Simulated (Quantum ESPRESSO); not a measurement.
**two Co on Zn sites of ZnO, 4.57 Å apart: parallel and opposed starts**

The cell holds 16 atoms: 2 Co, 6 Zn and 8 O. Its edges and angles: a = 6.500 Å, b = 6.500 Å, c = 5.207 Å, α = 90.0°, β = 90.0°, γ = 120.0°. It derives from ZnO.

* method: PBE; plane waves with GBRV 1.5 PBE potentials, no spin-orbit coupling (and 1 further level or step)
* program: Quantum ESPRESSO 7.5
* settings of one run: GBRV 1.5 PBE, cutoff 544.23 eV, 4×4×5 k-mesh, 126 bands, fermi-dirac occupations, smearing width 0.05 eV, collinear spin, SCF threshold 3.20e-8, mesh matched on, starting moments on Co, summing to 5.4 μB
* cost: 2 runs, 3.9 min in all on 4 MPI ranks of Intel Xeon Platinum 8488C (Sapphire Rapids), shared host (the runs of this entry)
* notes: The run is spin-polarised, with a total moment of 6.04 μB a cell (absolute 6.10). No Hubbard term acts here. In such compounds local and semilocal functionals without one often delocalise the d electrons, and can shrink or lose moments and miss the size, sign and order of the couplings. The smearing term is large for its width, so states at the Fermi level are partly filled: at this level the cell is a metal or has a gap of a few widths at most. The cell was built by rule and the atoms were not relaxed, which can move these energies.
* lowest state found: ferromagnetic (from ferro ++)
* largest site moment: 2.36 μB
* next state with moments: antiferromagnetic, 0.275 meV a seeded atom higher

The two lowest states lie so close that the mesh, the smearing, the functional or spin–orbit coupling could swap them. This is the lowest of 2 collinear or spinless starts, no proof of the ground state.

[Hosts, paths, dates, database ids (printed as entryN), source tags and the programs' standing remarks are cut or masked in the printed files.]

[Where a cell is said to come from a database of computed structures, the database is the Materials Project.]
